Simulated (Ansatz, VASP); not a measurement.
## GaP in VASP and in Ansatz

File INCAR:

```
ALGO = Fast
EDIFF = 1E-6
ENCUT = 520
GGA = PE
ISIF = 2
ISMEAR = 0
LASPH = True
LCHARG = False
LREAL = False
LWAVE = False
NBANDS = 16
NELM = 100
PREC = Accurate
SIGMA = 0.02
```

Contents of KPOINTS:

```
k-points
0
Gamma
  8 8 8
```

POSCAR

```
GaP
1.0
    0.0000000000      2.7946076125      2.7946076125
    2.7946076125      0.0000000000      2.7946076125
    2.7946076125      2.7946076125      0.0000000000
Ga P
1 1
Direct
    0.0000000000      0.0000000000      0.0000000000
    0.7500000000      0.7500000000      0.7500000000
```

Input for Ansatz:

```yaml
crystal:
  lattice:
    - [0.0, 2.7946076125, 2.7946076125]
    - [2.7946076125, 0.0, 2.7946076125]
    - [2.7946076125, 2.7946076125, 0.0]
  atoms:
    - { symbol: Ga, position: [0.0, 0.0, 0.0] }
    - { symbol: P, position: [0.75, 0.75, 0.75] }
basis:
  ecutwfc: 420
kpoints:
  mp_grid: { grid: [8, 8, 8] }
hamiltonian:
  xc: pbe
scf:
  occupations: { method: gaussian, width: 0.02 }
output:
  forces: true
  stress: true
  eigenvalues: true
```

Alike in both runs: task single point; functional PBE; k mesh 8 × 8 × 8; occupations gaussian, width 0.02 eV; no spin polarisation.

```csv
,VASP,Ansatz
version,VASP 6.6.1,Ansatz 0.2.0
potentials or method,"VASP PAW PBE potentials, release 64 (Ga_d, P)","scalar-relativistic, plane waves, PAW"
plane-wave cutoff (eV),520,420
valence electrons in the cell,18,18
```

VASP gave:

```
gap on the k mesh at the Fermi level (eV) : 1.21
least direct gap on the mesh (eV)         : 1.21
pressure (GPa)                            : -3.1
```

Q: Estimate Ansatz's values.

A: gap on the k mesh at the Fermi level (eV): 1.22; least direct gap on the mesh (eV): 1.22; pressure (GPa): -3.1.

A k mesh can miss the band edges.
